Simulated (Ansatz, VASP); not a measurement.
**One calculation of AlCo, two programs**

The input INCAR:

```
SYSTEM = AlCo
PREC     = Accurate       ! precision mode
ENCUT    = 520            ! plane-wave cutoff, eV
EDIFF    = 1E-6           ! SCF threshold, eV
ISMEAR   = -1             ! smearing method
SIGMA    = 0.05           ! smearing width, eV
LREAL    = .False.        ! projectors in reciprocal space
LASPH    = .True.         ! aspherical terms in the spheres
NELM     = 100            ! most SCF steps
ALGO     = Normal         ! electronic algorithm
ISIF     = 2              ! what is computed and relaxed
LWAVE    = .False.        ! write WAVECAR
LCHARG   = .False.        ! write CHGCAR
GGA      = PE             ! functional
NBANDS   = 20             ! bands
```

KPOINTS

```
Automatic mesh
0
Gamma
  10 10 6
  0 0 0
```

Contents of POSCAR:

```
AlCo
1.0
    2.3147545155      0.0000000000      0.0000000000
   -1.1573772577      2.0046362140      0.0000000000
    0.0000000000      0.0000000000      6.7388901949
Co Al
2 2
Direct
    0.0000000000      0.0000000000      0.0000000000
    0.0000000000      0.0000000000      0.5000000000
    0.3333333333      0.6666666667      0.2500000000
    0.6666666667      0.3333333333      0.7500000000
```

Input for Ansatz:

```yaml
crystal:
  lattice:
    - [2.3147545155, 0.0, 0.0]
    - [-1.1573772577, 2.004636214, 0.0]
    - [0.0, 0.0, 6.7388901949]
  atoms:
    - { symbol: Co, position: [0.0, 0.0, 0.0] }
    - { symbol: Co, position: [0.0, 0.0, 0.5] }
    - { symbol: Al, position: [0.3333333333, 0.6666666667, 0.25] }
    - { symbol: Al, position: [0.6666666667, 0.3333333333, 0.75] }
kpoints:
  mp_grid: { grid: [10, 10, 6] }
scf:
  occupations: { method: fermi_dirac, width: 0.05 }
hamiltonian:
  xc: pbe
  pseudopotentials: { kind: all_electron, lapw: { basis_error: 0.001 } }
output:
  forces: true
  stress: true
  eigenvalues: true
  populations: true
```

Change from the starting cell: volume scaled by 0.64, LAPW.

Alike in both runs: task single point; functional PBE; k mesh 10 × 10 × 6; occupations fermi-dirac, width 0.05 eV; no spin polarisation.

```csv
,VASP,Ansatz
version,VASP 6.6.1,Ansatz 0.2.0
potentials or method,"VASP PAW PBE potentials, release 64 (Co, Al)","all-electron LAPW, scalar-relativistic"
plane-wave cutoff (eV),520,see its input
```

|  | VASP | Ansatz | Ansatz less VASP |
| --- | --- | --- | --- |
| pressure (GPa) | 185.5 | 184.2 | -1.30 |
| largest component of the traceless stress (GPa) | 0.19 | 0.52 | +0.335 |

Ansatz ran all-electron here, so the differences hold the error of VASP's frozen core and of both bases.

Caveats: the cell as given lies far from equilibrium; so large a pressure means that the cell lies far from this level's equilibrium, or that cutoff or potentials fall short (VASP). Spin polarisation is off, so any magnetic state and its effect on volume and gap are missing.
